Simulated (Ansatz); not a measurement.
MnSb:

```
Sb Mn
1.0
     4.15000    0.00000    0.00000
    -2.07500    3.59401    0.00000
     0.00000    0.00000    5.78000
Sb Mn
2 2
Direct
  0.66667 0.33333 0.75000
  0.33333 0.66667 0.25000
  0.00000 0.00000 0.50000
  0.00000 0.00000 0.00000
```

- Program: Ansatz 0.2.0
- Task: relaxation of cell and atoms
- Functional: revPBE
- Dispersion: D4
- Potentials or basis: Ansatz PAW
- Cutoff: 420 eV (not typed: the program's choice for these potentials)
- k mesh: 7 × 7 × 5
- Occupations: fermi-dirac, width 0.05 eV
- Spin: collinear spin, ferromagnetic start
- Starting moments: [0.0, 0.0, 4.0, 4.0] μB

At the start: volume 21.55 Å³/atom.

Task: Where does the relaxation end?

Result: It ends after 5 steps and the volume is 19.17 Å³/atom (-11.0 %); space group P6_3/mmc (No. 194, to 0.05 Å); moment 6.01 μB per cell.

The path:
| step | energy change (eV) | largest force (eV/Å) | volume (Å³) |
| --- | --- | --- | --- |
| 1 | 0.0000 | 0.0000 | 86.21 |
| 2 | -0.1966 | 0.0000 | 75.44 |
| 3 | -0.2004 | 0.0000 | 77.05 |
| 4 | -0.2009 | 0.0000 | 76.70 |
| 5 | -0.1970 | 0.0000 | 76.70 |

Final structure:
```xyz
4
Lattice="4.0102 0.0000 0.0000 -2.0051 3.4729 0.0000 0.0000 0.0000 5.5072" Properties=species:S:1:pos:R:3 pbc="T T T"
Sb    2.0051    1.1576    4.1304
Sb    0.0000    2.3153    1.3768
Mn    0.0000    0.0000    2.7536
Mn    0.0000    0.0000    0.0000
```

Caveat: the plane-wave basis is chosen anew once the cell has moved, so the energies of steps on either side of that aren't comparable; the volume moved by -11 % from the deposited cell, more than functionals usually miss; only a ferromagnetic start was run, and an antiferromagnetic order may lie lower in energy; the PAW data sets come from PBE, with cores solved anew for the run's functional, which leaves a small shift of forces and pressure.
